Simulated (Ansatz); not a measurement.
ZnCu2SnS4:

```
Sn Zn Cu S
1.0
    -2.71710    2.71710    5.42480
     2.71710   -2.71710    5.42480
     2.71710    2.71710   -5.42480
Sn Zn Cu S
1 1 2 4
Direct
  0.50000 0.50000 0.00000
  0.25000 0.75000 0.50000
  0.75000 0.25000 0.50000
  0.00000 0.00000 0.00000
  0.62799 0.62839 0.51280
  0.88481 0.37201 0.00040
  0.11559 0.11519 0.48720
  0.37161 0.88441 0.99960
```

Program: Ansatz 0.2.0. Alike in all runs: task band structure; potentials or basis all-electron LAPW, scalar-relativistic; no spin polarisation; cell as given; k mesh 7 × 7 × 7; smearing fermi-dirac 0.05 eV; basis error allowed 0.002 eV/atom.

Task: Order these runs on this cell by their pressure, lowest first.
A. level PBE; cutoff (eV) 260
B. level LDA; cutoff (eV) 261
C. level PBEsol; cutoff (eV) 260

Result: B (-4.1 GPa), C (-1.7 GPa), A (2.1 GPa).

Not every run made on this cell is shown here.
